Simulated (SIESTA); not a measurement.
# CdGeAs2: band structure with PBEsol

**What was measured.**

From a printed reference work, data compilation, original work of 1975, for a bulk crystal of CdGeAs2 at 300 K: band gap 0.57 eV (direct).

CdGeAs2:

```
Cd As Ge
1.0
    -2.98887    2.98887    5.66430
     2.98887   -2.98887    5.66430
     2.98887    2.98887   -5.66430
Cd As Ge
2 4 2
Cartesian
  0.0000 0.0000 5.6643
  2.9889 0.0000 2.8321
  1.4944 1.3224 -1.4161
  1.6665 -1.4944 7.0804
  1.4944 1.6665 4.2482
  1.3224 4.4833 1.4161
  0.0000 2.9889 2.8321
  0.0000 0.0000 0.0000
```

The cell is a database's computed one.

* Program: SIESTA 5.4.2
* Task: band structure
* Functional: PBEsol
* Potentials or basis: PseudoDojo 0.4 standard (PBEsol files)
* Basis: DZP (energy shift 0.003 Ry; two zetas on semicore shells)
* Grid cutoff: 800 Ry
* Energy shift: 0.003 Ry
* k mesh: 6 × 6 × 6
* Occupations: fermi-dirac, width 0.05 eV
* Spin: no spin polarisation

The pressure is -0.1 GPa, the largest force is 0.419 eV/Å and the band gap on the k mesh is 0.20 eV, indirect (least direct gap 0.22 eV). The band gap along the path is 0.04 eV, indirect (least direct gap 0.21 eV).

Forces on the atoms (eV/Å):
```
Cd   0.000  0.000  0.000
Cd   0.000  0.000  0.000
As   0.000  0.419  0.000
As  -0.419  0.000  0.000
As   0.000 -0.419  0.000
As   0.419  0.000  0.000
Ge   0.000  0.000  0.000
Ge   0.000  0.000  0.000
```

Stress tensor (GPa, compression positive):
```
-0.12  0.00 -0.01
 0.00 -0.12 -0.01
-0.01 -0.01  0.00
```

Levels at the corners of the path, in eV from the valence-band top:
| point | band 62 | band 63 | band 64 | band 65 | band 66 | band 67 |
| --- | --- | --- | --- | --- | --- | --- |
| Γ | -0.30 | -0.18 | -0.18 | 0.04 | 1.31 | 1.79 |
| X | -1.15 | -0.64 | -0.64 | 0.60 | 0.60 | 2.43 |
| Y | -1.25 | -0.96 | -0.96 | 1.01 | 1.01 | 2.89 |
| S | -1.82 | -1.07 | -0.55 | 1.38 | 1.91 | 2.06 |
| Γ | -0.30 | -0.18 | -0.18 | 0.04 | 1.31 | 1.79 |
| Z | -1.95 | -1.05 | -1.05 | 1.38 | 1.38 | 1.61 |
| S1 | -1.82 | -1.07 | -0.55 | 1.38 | 1.91 | 2.06 |
| N | -1.59 | -1.31 | -0.72 | 1.71 | 1.97 | 2.63 |
| P | -1.07 | -1.03 | -1.03 | 1.33 | 1.33 | 1.98 |
| Y1 | -1.25 | -0.96 | -0.96 | 1.01 | 1.01 | 2.89 |
| Z | -1.95 | -1.05 | -1.05 | 1.38 | 1.38 | 1.61 |
| X | -1.15 | -0.64 | -0.64 | 0.60 | 0.60 | 2.43 |
| P | -1.07 | -1.03 | -1.03 | 1.33 | 1.33 | 1.98 |

Wall time 3.5 min on 1 thread of Arm Neoverse V1 (shared host), peak memory 0.7 GiB.

Measured direct gap of CdGeAs2: 0.57 eV (direct; 300 K; a printed reference work, data compilation, original work of 1975). This calculation gives 0.21 eV (-0.36 eV). Spin-orbit coupling on As, Cd, Ge is left out. The value is that of PBEsol in an atomic basis (PseudoDojo 0.4 standard (PBEsol files), DZP (energy shift 0.003 Ry; two zetas on semicore shells)), whose error adds to the functional's,, without temperature or zero-point motion. Semilocal functionals fall short of measured gaps as a rule. The cell is a database's relaxed one, not the measured one, which moves gaps too.

Caveat: the mesh misses the band edges, which the band path finds closer together; the basis of atomic orbitals isn't converged, which shifts pressures, moduli and gaps.
